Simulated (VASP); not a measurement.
# Nb (Im-3m) in VASP: further runs

Runs on Nb. Level: PBEsol. Tasks: equation of state.

Program: VASP 6.6.1. These are calculated values, not measurements. Logs are shortened: lines on timing, memory, paths and dates and some standing lists are left out, and cuts for length are marked.

**The experiment to reproduce.**

From “Pressure effects on the electronic structure and superconductivity of (TaNb)0.67(HfZrTi)0.33 high entropy alloy”, 2019, arxiv:1910.08312, for a bulk crystal of Nb: bulk modulus 169 GPa.

The runs below are set against these values where they give the same quantity.

## 1. The structure

Symmetry: Im-3m, No. 229, cubic system. Conventional cell: a = 3.271 Å, b = 3.271 Å, c = 3.271 Å, α = 90.00°, β = 90.00°, γ = 90.00°. Around Nb (site symmetry m-3m) lie 8 Nb at 2.83 Å.

## 2. Equation of state, PBEsol, 16.79 Å³/atom (a relaxed cell with its volume scaled by 0.96)

Input file INCAR:

```
SYSTEM = Nb
ALGO     = Normal         ! electronic algorithm
EDIFF    = 1E-6           ! SCF threshold, eV
ENCUT    = 520            ! plane-wave cutoff, eV
GGA      = PS             ! functional
ISIF     = 2              ! what is computed and relaxed
ISMEAR   = -1             ! smearing method
LASPH    = .True.         ! aspherical terms in the spheres
LCHARG   = .False.        ! write CHGCAR
LREAL    = .False.        ! projectors in reciprocal space
LWAVE    = .False.        ! write WAVECAR
NELM     = 60             ! most SCF steps
PREC     = Accurate       ! precision mode
SIGMA    = 0.05           ! smearing width, eV
```

Input file KPOINTS:

```
k-points
0
Gamma
  10 10 10
  0 0 0
```

Input file POSCAR:

```
Nb                                      
1.0
   -1.6131524259      1.6131524259      1.6131524259
    1.6131524259     -1.6131524259      1.6131524259
    1.6131524259      1.6131524259     -1.6131524259
  Nb            
     1
Direct
     0.0000000000000000    0.0000000000000000    0.0000000000000000
```

Potentials or basis: VASP PAW PBE potentials, release 64 (Nb_sv).

Run with:

```console
$ cat potpaw_PBE.64/Nb_sv/POTCAR > POTCAR
$ mpirun -np 1 vasp_std > vasp.out
```

OUTCAR:

```text
SYSTEM = Nb
   EDIFF = 1E-6
   ENCUT = 520
   GGA = PS
   ISIF = 2
   ISMEAR = -1
   LASPH = .True.
   LREAL = .False.
   NELM = 60
   PREC = Accurate

 ion  position               nearest neighbor table
   1  0.000  0.000  0.000-

  LATTYP: Found a body centered cubic cell.
 ALAT       =     3.2263048518

  Lattice vectors:

 A1 = (  -1.6131524259,   1.6131524259,   1.6131524259)
 A2 = (   1.6131524259,  -1.6131524259,   1.6131524259)
 A3 = (   1.6131524259,   1.6131524259,  -1.6131524259)

Analysis of symmetry for initial positions (statically):
=====================================================================
 Subroutine PRICEL returns:
 Original cell was already a primitive cell.

 Routine SETGRP: Setting up the symmetry group for a
 body centered cubic supercell.

 Subroutine GETGRP returns: Found 48 space group operations
 (whereof 48 operations were pure point group operations)
 out of a pool of 48 trial point group operations.

The static configuration has the point symmetry O_h .

Analysis of symmetry for dynamics (positions and initial velocities):
=====================================================================
 Subroutine PRICEL returns:
 Original cell was already a primitive cell.

 Routine SETGRP: Setting up the symmetry group for a
 body centered cubic supercell.

 Subroutine GETGRP returns: Found 48 space group operations
 (whereof 48 operations were pure point group operations)
 out of a pool of 48 trial point group operations.

The dynamic configuration has the point symmetry O_h .

 Subroutine INISYM returns: Found 48 space group operations
 (whereof 48 operations are pure point group operations),
 and found     1 'primitive' translations

----------------------------------------------------------------------------------------

                                     Primitive cell

  volume of cell :      16.7914

  direct lattice vectors                    reciprocal lattice vectors
    -1.613152426  1.613152426  1.613152426     0.000000000  0.309952111  0.309952111
     1.613152426 -1.613152426  1.613152426     0.309952111  0.000000000  0.309952111
     1.613152426  1.613152426 -1.613152426     0.309952111  0.309952111  0.000000000

  length of vectors
     2.794061962  2.794061962  2.794061962     0.438338479  0.438338479  0.438338479

[... 81 lines left out ...]
   NSW    =      0    number of steps for IOM
   IBRION =     -1    ionic relax: 0-MD 1-quasi-New 2-CG
   NFREE  =      0    steps in history (QN), initial steepest desc. (CG)
   ISIF   =      2    stress and relaxation
   ISYM   =      2    0-nonsym 1-usesym 2-fastsym
   POTIM  = 0.5000    time-step for ionic-motion
   TEBEG  =    0.0;   TEEND  =   0.0 temperature during run
   PSTRESS=    0.0 pullay stress
   NELECT =      13.0000    total number of electrons
   NUPDOWN=      -1.0000    fix difference up-down
   EMIN   =  10.00;   EMAX   =-10.00  energy-range for DOS
   EFERMI =   0.00;   METHOD = LEGACY
   ISMEAR =    -1;   SIGMA  =   0.05  broadening in eV -4-tet -1-fermi 0-gaus
   EFERMI_NEDOS =   21; number of points for ismear=-14 and -15
   IALGO  =     38    algorithm
   IMIX   =      4    mixing-type and parameters
     AMIX     =   0.40;   BMIX     =  1.00
     AMIX_MAG =   1.60;   BMIX_MAG =  1.00
  volume/ion in A,a.u.               =      16.79       113.31
  Fermi-wavevector in a.u.,A,eV,Ry     =   1.503236  2.840704 30.745343  2.259719
  Thomas-Fermi vector in A             =   2.614373
   LORBIT       =      0    0 simple, 1 ext, 2 COOP (PROOUT), +10 PAW based schemes
   GGA     = PS    functional components
   LHFCALC =     F    Hartree Fock is set to
   AEXX    =    0.0000 exact exchange contribution
   IVDW    =     0    specifies the selected vdW correction
   LEPSILON=     F    determine dielectric tensor
   LRPA    =     F    only Hartree local field effects (RPA)
 non-spin polarized calculation
  energy-cutoff  :      520.00
  volume of cell :       16.79
 maximum number of plane-waves:       466
 NGX is ok and might be reduce to    24
   NGX = 11   NGY = 11   NGZ = 11

 number of electron      13.0000000 magnetization

 Free energy of the ion-electron system (eV)
  ---------------------------------------------------
  ext. energy  EPLUGINS =         0.00000000
  ---------------------------------------------------
  free energy    TOTEN  =       -10.91909503 eV

  energy without entropy =      -10.90328284  energy(sigma->0) =      -10.91118894

 E-fermi :  12.0904     XC(G=0): -12.9949

 val. band max:       12.0589866574   @ k =   0.3000   0.2000   0.0000
 cond. band min:      12.0939567195   @ k =  -0.4000   0.4000   0.2000
 fundamental gap:      0.0349700620
 Fermi energy:        12.0904196717

 k-point     1 :       0.0000    0.0000    0.0000
  band No.  band energies     occupation
      1     -42.1213      2.00000
      2     -17.2676      2.00000
      3     -17.2676      2.00000
      4     -17.2676      2.00000
      5       5.9662      2.00000
      6      12.4021      0.00392
      7      12.4021      0.00392
      8      12.4021      0.00392
      9      15.5518      0.00000
     10      15.5518      0.00000
[... 287 lines left out ...]
 k-point    24 :      -0.3000    0.3000    0.1000
  band No.  band energies     occupation
      1     -41.8843      2.00000
      2     -18.3886      2.00000
      3     -17.6788      2.00000
      4     -17.4058      2.00000
      5       8.6448      2.00000
      6      11.2486      2.00000
      7      11.7535      1.99763
      8      14.2786      0.00000
      9      15.8012      0.00000
     10      16.6458      0.00000

 [... further k-points ...]

------------------------ aborting loop because EDIFF is reached ----------------------------------------

  FORCE on cell =-STRESS in cart. coord.  units (eV):
  Direction    XX          YY          ZZ          XY          YZ          ZX
  --------------------------------------------------------------------------------------
  -------------------------------------------------------------------------------------
  Total        0.7709229      0.7709229      0.7709229      0.0000000      0.0000000     -0.0000000
  in kB       73.5589147     73.5589147     73.5589147      0.0000000      0.0000000     -0.0000000
  external PRESSURE =      73.5589147 kB  Pullay stress =       0.0000000 kB

 VOLUME and BASIS-vectors are now :
 -----------------------------------------------------------------------------
  energy-cutoff  :      520.00
  volume of cell :       16.79
      direct lattice vectors                 reciprocal lattice vectors
    -1.613152426  1.613152426  1.613152426     0.000000000  0.309952111  0.309952111
     1.613152426 -1.613152426  1.613152426     0.309952111  0.000000000  0.309952111
     1.613152426  1.613152426 -1.613152426     0.309952111  0.309952111  0.000000000

 POSITION                                       TOTAL-FORCE (eV/Angst)
 -----------------------------------------------------------------------------------
      0.00000      0.00000      0.00000        -0.000000      0.000000      0.000000
 -----------------------------------------------------------------------------------
    total drift:                                0.000000      0.000000     -0.000000

  FREE ENERGIE OF THE ION-ELECTRON SYSTEM (eV)
  ---------------------------------------------------
  free  energy   TOTEN  =       -10.9190950341 eV

  energy  without entropy=      -10.9032828449  energy(sigma->0) =      -10.91118894
```

stdout:

```text
POSCAR found type information on POSCAR Nb
 POSCAR found :  1 types and       1 ions
 scaLAPACK will be used
 -----------------------------------------------------------------------------
|                                                                             |
|                                                                             |
|     You enforced a specific xc type in the INCAR file but a different       |
|     I HOPE YOU KNOW WHAT YOU ARE DOING!                                     |
|                                                                             |
 -----------------------------------------------------------------------------

 LDA part: xc-table for (Slater+PW92), standard interpolation
 POSCAR, INCAR and KPOINTS ok, starting setup
 FFT: planning ... GRIDC
 FFT: planning ... GRID_SOFT
 FFT: planning ... GRID
 WAVECAR not read
 entering main loop
```

Wall time 9.4 s (1 thread of Intel Xeon Platinum 8259CL at 2.50GHz (Skylake/Cascade Lake), shared host); peak memory 0.13 GiB.

What came out:

```yaml
Free_energy: -10.9191 eV
Pressure: 7.4 GPa
Band_gap_on_the_k_mesh: none (metal or under the smearing width)
```

Caveat: the PAW data sets were made with another functional, which shifts forces and pressure a little.

## 3. Equation of state, PBEsol, 17.14 Å³/atom (a relaxed cell with its volume scaled by 0.98)

INCAR is that of step 2.

KPOINTS is that of step 2.

Input file POSCAR:

```
Nb                                      
1.0
   -1.6242779667      1.6242779667      1.6242779667
    1.6242779667     -1.6242779667      1.6242779667
    1.6242779667      1.6242779667     -1.6242779667
  Nb            
     1
Direct
     0.0000000000000000    0.0000000000000000    0.0000000000000000
```

Potentials or basis: VASP PAW PBE potentials, release 64 (Nb_sv).

Run with:

```console
$ cat potpaw_PBE.64/Nb_sv/POTCAR > POTCAR
$ mpirun -np 1 vasp_std > vasp.out
```

Run time: 8.2 s. Hardware: 1 thread of Intel Xeon Platinum 8259CL at 2.50GHz (Skylake/Cascade Lake), shared host; peak memory 0.14 GiB.

The run converged. Its results:

* Free energy: -10.9313 eV
* Pressure: 3.5 GPa
* Band gap on the k mesh: none (metal or under the smearing width)

Caveat: the PAW data sets were made with another functional, which shifts forces and pressure a little.

## 4. Equation of state, PBEsol, 17.49 Å³/atom

INCAR is that of step 3.

KPOINTS is that of step 3.

Input file POSCAR:

```
Nb                                      
1.0
   -1.6352531507      1.6352531507      1.6352531507
    1.6352531507     -1.6352531507      1.6352531507
    1.6352531507      1.6352531507     -1.6352531507
  Nb            
     1
Direct
     0.0000000000000000    0.0000000000000000    0.0000000000000000
```

Run with:

```console
$ cat potpaw_PBE.64/Nb_sv/POTCAR > POTCAR
$ mpirun -np 1 vasp_std > vasp.out
```

Run time: 8.5 s. Hardware: 1 thread of Intel Xeon Platinum 8259CL at 2.50GHz (Skylake/Cascade Lake), shared host; peak memory 0.14 GiB.

The run converged. Its results:

* Free energy: -10.9354 eV
* Pressure: -0.1 GPa
* Band gap on the k mesh: none (metal or under the smearing width)

Caveat: the PAW data sets were made with another functional, which shifts forces and pressure a little.

## 5. Equation of state, PBEsol, 17.84 Å³/atom (a relaxed cell with its volume scaled by 1.02)

INCAR is that of step 4.

KPOINTS is that of step 4.

Input file POSCAR:

```
Nb                                      
1.0
   -1.6460829574      1.6460829574      1.6460829574
    1.6460829574     -1.6460829574      1.6460829574
    1.6460829574      1.6460829574     -1.6460829574
  Nb            
     1
Direct
     0.0000000000000000    0.0000000000000000    0.0000000000000000
```

Run with:

```console
$ cat potpaw_PBE.64/Nb_sv/POTCAR > POTCAR
$ mpirun -np 1 vasp_std > vasp.out
```

It took 9.1 s on 1 thread of Intel Xeon Platinum 8259CL at 2.50GHz (Skylake/Cascade Lake), shared host; peak memory 0.14 GiB.

It converged, with:

```
Free energy            : -10.9319 eV
Pressure               : -3.4 GPa
Band gap on the k mesh : none (metal or under the smearing width)
```

Caveat: the PAW data sets were made with another functional, which shifts forces and pressure a little.

## 6. Equation of state, PBEsol, 18.19 Å³/atom (a relaxed cell with its volume scaled by 1.04)

INCAR is that of step 5.

KPOINTS is that of step 5.

Input file POSCAR:

```
Nb                                      
1.0
   -1.6567721073      1.6567721073      1.6567721073
    1.6567721073     -1.6567721073      1.6567721073
    1.6567721073      1.6567721073     -1.6567721073
  Nb            
     1
Direct
     0.0000000000000000    0.0000000000000000    0.0000000000000000
```

Potentials or basis: VASP PAW PBE potentials, release 64 (Nb_sv).

Run with:

```console
$ cat potpaw_PBE.64/Nb_sv/POTCAR > POTCAR
$ mpirun -np 1 vasp_std > vasp.out
```

It took 10 s on 1 thread of Intel Xeon Platinum 8259CL at 2.50GHz (Skylake/Cascade Lake), shared host; peak memory 0.14 GiB.

The run converged. Its results:

```yaml
Free_energy: -10.9215 eV
Pressure: -6.4 GPa
Band_gap_on_the_k_mesh: none (metal or under the smearing width)
```

Caveat: the PAW data sets were made with another functional, which shifts forces and pressure a little.

## 7. Equation of state, PBEsol

No new run: the results of the series are fitted here.

What came out:

```
Equilibrium volume                      : 17.50 Å³/atom
Bulk modulus                            : 172 GPa
Pressure derivative of the bulk modulus : 2.6 (rough: it moves with the points fitted)
```

Energy against volume, from the lowest point:
```csv
volume (Å³/atom),energy (meV/atom)
16.791,16.26
17.141,4.09
17.491,0.00
17.841,3.42
18.191,13.83
```

Caveat: the fit is doubtful: noisy points or a state that changes with volume; the PAW data sets were made with another functional, which shifts forces and pressure a little.

## 8. Comparison with measurements

Step 7. Measured bulk modulus of Nb: 169 GPa (quoted in “Pressure effects on the electronic structure and superconductivity of (TaNb)0.67(HfZrTi)0.33 high entropy alloy”, 2019, arxiv:1910.08312). This calculation gives 172 GPa (+1.6 %). The fit is for a static lattice scaled at fixed shape and fixed fractional positions.
